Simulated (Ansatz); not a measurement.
# CO2 (I-42d) in Ansatz: further runs

One crystal, CO2, is run at these levels: PBEsol, RPBE, revPBE; tasks: band structure.

All numbers are computed with Ansatz 0.2.0; they aren't measurements. Logs are shortened: lines on timing, memory, paths and dates and some standing lists are left out, and cuts for length are marked.

### Step 1. The crystal as given

It takes space group I-42d (No. 122, tetragonal). Conventional cell: a = 3.949 Å, b = 3.949 Å, c = 6.028 Å, α = 90.00°, β = 90.00°, γ = 90.00°. O (site symmetry 2) has 2 C at 1.40 Å as nearest neighbours. C (site symmetry -4) is surrounded by 4 O at 1.40 Å.

The cell comes from a database or a generator and needn't be the stable form of this composition.

### Step 2. Band structure, PBEsol

Contents of input.yaml:

```yaml
crystal:
  lattice:
    - [-1.974727, 1.974727, 3.014058]
    - [1.974727, -1.974727, 3.014058]
    - [1.974727, 1.974727, -3.014058]
  atoms:
    - { symbol: O, position: [0.875, 0.959798, 0.584798] }
    - { symbol: O, position: [0.375, 0.290202, 0.415202] }
    - { symbol: O, position: [0.040202, 0.625, 0.915202] }
    - { symbol: O, position: [0.709798, 0.125, 0.084798] }
    - { symbol: C, position: [0.0, 0.0, 0.0] }
    - { symbol: C, position: [0.75, 0.25, 0.5] }
hamiltonian:
  xc: pbesol
  pseudopotentials: { kind: paw }
kpoints:
  mp_grid: { grid: [9, 9, 9] }
  band_path:
    path:
      - [[0.0, 0.0, 0.0], [0.5, -0.5, 0.0], [0.5, -0.5, 0.2146253035], [0.3573126517, -0.3573126517, 0.3573126517], [0.0, 0.0, 0.0], [0.5, 0.5, -0.5], [0.6426873483, 0.3573126517, -0.3573126517], [0.5, 0.0, 0.0], [0.75, -0.25, -0.25], [0.7853746965, 0.2146253035, -0.5], [0.5, 0.5, -0.5]]
      - [[0.5, -0.5, 0.0], [0.75, -0.25, -0.25]]
    npoints: 14
scf:
  occupations: { method: fermi_dirac, width: 0.05 }
  n_extra_bands: 15
output:
  forces: true
  stress: true
  eigenvalues: true
  fatbands: false
  write_density: true
  write_potential: true
  elf: true
  volumetric_format: npy
```

Potentials or basis: Ansatz PAW.

Command:

```
$ ansatz run input.yaml --threads 2 --pin off --max-ram 5632MiB --backend cpu --events-out ev --progress --plain --runs-dir out
```

What it wrote:

```text
Warning: RAYON_NUM_THREADS=2 ignored (pool sized by the plan → 2); use --threads N
scf.n_extra_bands = 15 over 16 filled bands (N_el = 32.0): the run solves 31 bands
Engine: ansatz 0.2.0, x86_64-unknown-linux-gnu
Pseudopotentials: kind: paw
Pseudopotential: O, paw, valence charge 6, recommended cutoff 420 eV (normal), O.paw.azcp
Pseudopotential: C, paw, valence charge 4, recommended cutoff 420 eV (normal), C.paw.azcp
Functional definition: PBEsol
  exchange = pbesol_x
  correlation = pbesol_c
Crystal: 6 atoms, lattice volume = 47.014 Å³
Basis set: ecut = 420 eV, 919 PW (Γ), exchange–correlation on 60×60×60 points (8 copies of the dense FFT grid, shifted against one another)
Bands: 31, of which v1, the nominal top of the filled ones, is band 16 counted from 1 (15 counted from 0)
Symmetry: 8 space group operations
Space group: I-42d (ITA 122), of the structure as read, at distance tolerance 3.6e-5 Å
k-points: 75 of 729 (time reversal used)
Non-local potential: O, projectors of the file, l = 0: 2, l = 1: 2, l = 2: 1
Non-local potential: C, projectors of the file, l = 0: 2, l = 1: 2, l = 2: 1
PAW form: soft (Blöchl's): semilocal exchange-correlation on the pseudo side does not see the compensation charge
PAW frozen core: O, regenerated for the run's functional, and the local potential with it (the file was generated under x = pbe(κ = 0.804, μ = 0.2195149727645171), c = pbe(β = 0.06672455060314922))
PAW frozen core: C, regenerated for the run's functional, and the local potential with it (the file was generated under x = pbe(κ = 0.804, μ = 0.2195149727645171), c = pbe(β = 0.06672455060314922))
PAW one-centre angular grid: O, 110 points (default); XC on 64 Gauss nodes
PAW one-centre angular grid: C, 110 points (default); XC on 64 Gauss nodes
Initial density: superposition of atomic densities (neutral atoms: chi_scale 0, normalization atom), corrected by the library's trained network
Initial wavefunctions: pseudopotential atomic-orbital guess
Functional: x = pbesol(κ = 0.804, μ = 0.12345679012345678), c = pbesol(β = 0.046)
SCF iter   1: F=—  HF=-2732.668351 eV  |F-HF|=—  |Δ(HF+E_count)|=         —  Δρ=1.00e-2  dr2=3.17e-2  ethr=1.77e-3  ⟨swp⟩=6.0  Hψ=10820  notcnv=0  defer=66
preconditioner: auto → none  [insulator: Δε(μ)=7.554 eV  Ē_g=23.128 eV  σ=0.050 eV  W_gap=1.00  n_scr=14 (ndim 8)  ℏωp=30.6 eV  f_vac=0.039  D(μ)=0.00/eV (n_scr^D=0)  ε∞_Penn≈2.8]
SCF iter   2: F=—  HF=-2732.659031 eV  |F-HF|=—  |Δ(HF+E_count)|=   9.32e-3  Δρ=2.57e-3  dr2=1.79e-3  ethr=9.90e-5  ⟨swp⟩=3.0  Hψ=4488  notcnv=0  defer=735
SCF iter   3: F=—  HF=-2732.659020 eV  |F-HF|=—  |Δ(HF+E_count)|=   1.09e-5  Δρ=1.17e-3  dr2=3.05e-4  ethr=5.60e-6  ⟨swp⟩=2.8  Hψ=3098  notcnv=0  defer=735
SCF iter   4: F=—  HF=-2732.659049 eV  |F-HF|=—  |Δ(HF+E_count)|=   2.88e-5  Δρ=4.30e-4  dr2=1.67e-5  ethr=9.54e-7  ⟨swp⟩=2.1  Hψ=2489  notcnv=0  defer=735
SCF iter   5: F=—  HF=-2732.659084 eV  |F-HF|=—  |Δ(HF+E_count)|=   3.48e-5  Δρ=3.68e-5  dr2=1.98e-7  ethr=5.23e-8  ⟨swp⟩=2.9  Hψ=3134  notcnv=0  defer=735
SCF iter   6: F=-2732.659084 eV  HF=-2732.659084 eV  |F-HF|=6.67e-9  |Δ(HF+E_count)|=   3.04e-7  Δρ=5.12e-6  dr2=3.84e-9  ethr=3.13e-10  ⟨swp⟩=12.2  Hψ=15580  notcnv=0
SCF 1 converged in 6 iterations: F = -2732.659084 eV  dr2 = 3.84e-9
NSCF: frozen V_eff on 156 k-points
SCF converged after 6 iterations
Free energy (F): -2732.659084 eV
Harris-Foulkes:  -2732.659084 eV  (|F-HF|=6.67e-9)
Internal energy: -2732.659084 eV  (E = F + TS)
E sigma→0 (E₀):  -2732.659084 eV
Fermi energy:    8.765186 eV
--- Per-component energies (eV) ---
  E_band       = -117.581199
  E_kinetic    = 878.197265
  E_local      = -1764.080179  (includes V_loc(G=0)·N_el)
  E_nonlocal   = 245.315330
  E_hartree    = 583.803528
  E_xc         = -382.751264
  E_vxc        = -487.380529  (∫ρ·V_xc dr)
  E_paw        = -800.827477  (= ΣΔE_a)
  E_vpaw       = -157.249602  (= ΣTr[D̂ρ^β])
  E_aug_tail   = 0.010009  (compensation charges beyond the density's cutoff)
  E_ewald      = -1492.509648
  E_core_change = 0.183353  (= ΣΔE_core)
  E_smearing   = -0.000000  (= −TS)
  E_closure    = -0.000000  (closes the sum)
  Σ components = -2732.659084   (vs F -2732.659084, Δ=0.00e0)
--- Forces (eV/Å), atoms counted from 1 ---
  atom   1  O      0.21410853    -0.00000000     0.00000000
  atom   2  O     -0.21410853     0.00000000     0.00000000
  atom   3  O     -0.00000000    -0.21410853    -0.00000000
  atom   4  O     -0.00000000     0.21410853     0.00000000
  atom   5  C     -0.00000000     0.00000000     0.00000000
  atom   6  C     -0.00000000    -0.00000000     0.00000000
  max |Σ_I F_I| component: 1.04e-16 eV/Å
--- Stress (GPa, compression-positive) ---
       -6.074937       0.000000       0.000000
       -0.000000      -6.074937      -0.000000
        0.000000      -0.000000      -7.541661
  P = ⅓ Tr σ = -6.5638 GPa (-65.638 kbar)
--- Band table (eV; the first three rows and the last of 75) ---
  k-point 0: bands = ["-18.9742", "-13.8788", "-13.8788", "-13.2573", "-9.6173", "-4.7201", "-4.7201", "-3.4709", "0.4332", "1.2771", "2.4398", "3.7228", "3.7228", "4.0422", "4.0422", "4.4542", "12.5007", "13.9489", "14.0721", "14.0721", "17.1553", "17.2979", "18.2722", "19.8240", "19.8240", "22.3774", "22.4548", "24.2980", "24.3087", "24.3087", "26.4727"]
  k-point 1: bands = ["-18.8655", "-14.1789", "-13.9067", "-13.3195", "-9.3165", "-4.8880", "-4.5604", "-3.3241", "0.3041", "1.4836", "2.5286", "3.5487", "3.8170", "3.8638", "3.9698", "4.3392", "12.6181", "14.0437", "14.2083", "14.2502", "17.1291", "17.2272", "18.1475", "19.8222", "20.0608", "21.7889", "22.4278", "24.0039", "24.4632", "24.4644", "27.0049"]
  k-point 2: bands = ["-18.5461", "-14.8778", "-13.9693", "-13.4954", "-8.6027", "-5.2668", "-4.1307", "-3.0174", "0.0182", "1.9315", "2.6772", "2.7415", "3.7484", "3.7815", "4.0872", "4.2827", "12.8379", "13.9944", "14.6789", "14.6832", "16.9534", "17.4718", "17.7279", "19.5601", "20.4648", "20.7563", "22.3820", "23.5979", "24.5555", "25.5415", "27.4132"]
  k-point 74: bands = ["-17.0314", "-16.9068", "-14.1595", "-14.1200", "-5.7557", "-5.5067", "-3.5083", "-3.3789", "1.1657", "1.4294", "1.6685", "1.8494", "2.3268", "2.6553", "4.8623", "4.9129", "13.5090", "13.7160", "15.4137", "15.5443", "16.3027", "16.4510", "18.9501", "19.0413", "20.2681", "20.4422", "22.8306", "23.5482", "24.0890", "24.5366", "27.6632"]
```

bands.tsv:

```text
# k_distance	band_0	band_1	band_2	band_3	band_4	band_5	band_6	band_7	band_8	band_9	band_10	band_11	band_12	band_13	band_14	band_15	band_16	band_17	band_18	band_19	band_20	band_21	band_22	band_23	band_24	band_25	band_26	band_27	band_28	band_29	band_30
# fermi_ev = 8.765186
[... 174 lines left out ...]
7.949994	-25.740991	-25.740991	-22.746018	-22.746018	-15.217635	-15.217635	-11.962281	-11.962281	-8.297408	-8.297408	-6.215594	-6.215594	-4.658329	-4.658329	-4.422784	-4.422784	4.965571	4.965571	5.528675	5.528675	8.664153	8.664153	10.184194	10.184194	11.140032	11.140032	13.519838	13.519838	17.383501	17.383501	18.979228
7.987220	-25.740943	-25.740943	-22.746271	-22.746271	-15.215870	-15.215870	-11.966110	-11.966110	-8.296398	-8.296398	-6.211421	-6.211421	-4.661393	-4.661393	-4.423488	-4.423488	4.966134	4.966134	5.522919	5.522919	8.677850	8.677850	10.171476	10.171476	11.143558	11.143558	13.513515	13.513515	17.395884	17.395884	18.974559
```

Wall time 7.4 s (2 threads of Intel Xeon Platinum 8375C at 2.90GHz (Ice Lake), shared host); peak memory 0.47 GiB.

What came out:

```
Free energy             : -2732.6591 eV
Pressure                : -6.6 GPa
Largest force           : 0.214 eV/Å
Band gap on the k mesh  : 7.59 eV, indirect (least direct gap 8.05 eV)
Band gap along the path : 7.59 eV, indirect (least direct gap 8.05 eV)
```

Forces in eV/Å, atoms in the order of the input:
```
O    0.214  0.000  0.000
O   -0.214  0.000  0.000
O    0.000 -0.214  0.000
O    0.000  0.214  0.000
C    0.000  0.000  0.000
C    0.000  0.000  0.000
```

Stress tensor (GPa, compression positive):
```
-6.07  0.00  0.00
 0.00 -6.07  0.00
 0.00  0.00 -7.54
```

Levels at the corners of the path, in eV from the valence-band top:
| point | band 14 | band 15 | band 16 | band 17 | band 18 | band 19 |
| --- | --- | --- | --- | --- | --- | --- |
| Γ | -0.87 | -0.87 | -0.46 | 7.59 | 9.03 | 9.16 |
| X | -0.64 | -0.51 | -0.51 | 8.80 | 8.80 | 9.84 |
| Y | -1.05 | -0.30 | -0.30 | 8.63 | 8.63 | 10.07 |
| S | -1.18 | -0.32 | -0.10 | 8.04 | 8.98 | 10.16 |
| Γ | -0.87 | -0.87 | -0.46 | 7.59 | 9.03 | 9.16 |
| Z | -2.86 | 0.00 | 0.00 | 8.77 | 8.77 | 10.59 |
| S1 | -1.18 | -0.32 | -0.10 | 8.04 | 8.98 | 10.16 |
| N | -1.37 | -0.40 | -0.01 | 8.13 | 9.40 | 9.57 |
| P | -0.81 | -0.57 | -0.57 | 8.82 | 8.82 | 9.37 |
| Y1 | -1.05 | -0.30 | -0.30 | 8.63 | 8.63 | 10.07 |
| Z | -2.86 | 0.00 | 0.00 | 8.77 | 8.77 | 10.59 |
| X | -0.64 | -0.51 | -0.51 | 8.80 | 8.80 | 9.84 |
| P | -0.81 | -0.57 | -0.57 | 8.82 | 8.82 | 9.37 |

Caveat: the pressure holds a Pulay correction of +1.2 GPa for the finite cutoff; the PAW data sets come from PBE, with cores solved anew for the run's functional, which leaves a small shift of forces and pressure.

### Step 3. Band structure, RPBE

input.yaml, as its differences from that of step 2:

```diff
@@ -13,3 +13,3 @@
 hamiltonian:
-  xc: pbesol
+  xc: rpbe
   pseudopotentials: { kind: paw }
@@ -29,3 +29,3 @@
   eigenvalues: true
-  fatbands: false
+  fatbands: true
   write_density: true
```

Potentials or basis: Ansatz PAW.

Command:

```
$ ansatz run input.yaml --threads 2 --pin off --max-ram 5632MiB --backend cpu --events-out ev --progress --plain --runs-dir out
```

It took 10 s on 2 threads of Intel Xeon Platinum 8375C at 2.90GHz (Ice Lake), shared host; peak memory 0.47 GiB.

Results (log left out):

```
Free energy             : -2776.3320 eV
Pressure                : 5.2 GPa
Largest force           : 0.146 eV/Å
Band gap on the k mesh  : 7.85 eV, indirect (least direct gap 8.24 eV)
Band gap along the path : 7.84 eV, indirect (least direct gap 8.25 eV)
```

Forces on the atoms (eV/Å):
```
O   -0.146  0.000  0.000
O    0.146  0.000  0.000
O    0.000  0.146  0.000
O    0.000 -0.146  0.000
C    0.000  0.000  0.000
C    0.000  0.000  0.000
```

Stress tensor (GPa, compression positive):
```
5.82 0.00 0.00
0.00 5.82 0.00
0.00 0.00 4.11
```

Levels at the corners of the path, in eV from the valence-band top:
```
point  band 14  band 15  band 16  band 17  band 18  band 19
    Γ    -0.84    -0.84    -0.43     7.84     9.16     9.27
    X    -0.63    -0.52    -0.52     8.87     8.87    10.00
    Y    -1.04    -0.29    -0.29     8.76     8.76    10.20
    S    -1.17    -0.31    -0.09     8.24     9.13    10.23
    Γ    -0.84    -0.84    -0.43     7.84     9.16     9.27
    Z    -2.83     0.00     0.00     8.97     8.97    10.66
   S1    -1.17    -0.31    -0.09     8.24     9.13    10.23
    N    -1.32    -0.39    -0.02     8.28     9.43     9.72
    P    -0.79    -0.57    -0.57     8.89     8.89     9.55
   Y1    -1.04    -0.29    -0.29     8.76     8.76    10.20
    Z    -2.83     0.00     0.00     8.97     8.97    10.66
    X    -0.63    -0.52    -0.52     8.87     8.87    10.00
    P    -0.79    -0.57    -0.57     8.89     8.89     9.55
```

Caveat: the pressure holds a Pulay correction of +1.0 GPa for the finite cutoff; the PAW data sets come from PBE, with cores solved anew for the run's functional, which leaves a small shift of forces and pressure. Expect the measured gap to be larger: semilocal functionals such as RPBE lack the derivative discontinuity.

### Step 4. Band structure, revPBE

input.yaml, as its differences from that of step 3:

```diff
@@ -13,3 +13,3 @@
 hamiltonian:
-  xc: rpbe
+  xc: revpbe
   pseudopotentials: { kind: paw }
@@ -29,6 +29,2 @@
   eigenvalues: true
-  fatbands: true
-  write_density: true
-  write_potential: true
-  elf: true
-  volumetric_format: npy
+  fatbands: false
```

Command:

```
$ ansatz run input.yaml --threads 2 --pin off --max-ram 5632MiB --backend cpu --events-out ev --progress --plain --runs-dir out
```

It took 7.2 s on 2 threads of Intel Xeon Platinum 8375C at 2.90GHz (Ice Lake), shared host; peak memory 0.45 GiB.

The run converged. Its results:

| Property | Result |
| --- | --- |
| Free energy | -2773.7156 eV |
| Pressure | 3.8 GPa |
| Largest force | 0.102 eV/Å |
| Band gap on the k mesh | 7.82 eV, indirect (least direct gap 8.22 eV) |
| Band gap along the path | 7.81 eV, indirect (least direct gap 8.23 eV) |

Forces in eV/Å, atoms in the order of the input:
```
O   -0.102  0.000  0.000
O    0.102  0.000  0.000
O    0.000  0.102  0.000
O    0.000 -0.102  0.000
C    0.000  0.000  0.000
C    0.000  0.000  0.000
```

Stress tensor (GPa, compression positive):
```
4.41 0.00 0.00
0.00 4.41 0.00
0.00 0.00 2.73
```

Levels at the corners of the path, in eV from the valence-band top:
```tsv
point	band 13	band 14	band 15	band 16	band 17	band 18	band 19	band 20
Γ	-1.18	-0.84	-0.84	-0.44	7.81	9.14	9.25	9.25
X	-0.63	-0.63	-0.52	-0.52	8.86	8.86	9.98	9.98
Y	-1.04	-1.04	-0.30	-0.30	8.74	8.74	10.19	10.19
S	-2.20	-1.17	-0.31	-0.09	8.22	9.11	10.22	10.86
Γ	-1.18	-0.84	-0.84	-0.44	7.81	9.14	9.25	9.25
Z	-2.83	-2.83	0.00	0.00	8.94	8.94	10.65	10.65
S1	-2.20	-1.17	-0.31	-0.09	8.22	9.11	10.22	10.86
N	-1.65	-1.32	-0.39	-0.02	8.26	9.43	9.70	10.32
P	-0.79	-0.79	-0.57	-0.57	8.88	8.88	9.53	9.53
Y1	-1.04	-1.04	-0.30	-0.30	8.74	8.74	10.19	10.19
Z	-2.83	-2.83	0.00	0.00	8.94	8.94	10.65	10.65
X	-0.63	-0.63	-0.52	-0.52	8.86	8.86	9.98	9.98
P	-0.79	-0.79	-0.57	-0.57	8.88	8.88	9.53	9.53
```

Caveat: the pressure holds a Pulay correction of +1.0 GPa for the finite cutoff; the PAW data sets come from PBE, with cores solved anew for the run's functional, which leaves a small shift of forces and pressure. A hybrid or GW would open this gap; revPBE tends to underestimate it.

### Step 5. The runs side by side

| level | gap on the mesh (eV) | pressure (GPa) | largest force (eV/Å) |
| --- | --- | --- | --- |
| PBEsol | 7.59 | -6.6 | 0.21 |
| RPBE | 7.85 | 5.2 | 0.15 |
| revPBE | 7.82 | 3.8 | 0.10 |

Alike in all rows: task band structure; potentials or basis Ansatz PAW; no spin polarisation; cell as given; k mesh 9 × 9 × 9; cutoff (eV) 420; smearing fermi-dirac 0.05 eV.

On the cell as given the gap runs from 7.59 eV (PBEsol) to 7.84 eV (RPBE). The pressure there spans -6.6 GPa (PBEsol) to 5.2 GPa (RPBE); a positive pressure means that this level wants a larger cell, a negative one a smaller.

Caveats: the PAW data sets come from PBE, with cores solved anew for the run's functional, which leaves a small shift of forces and pressure.

Absolute energies hang on the potentials; compare differences alone.
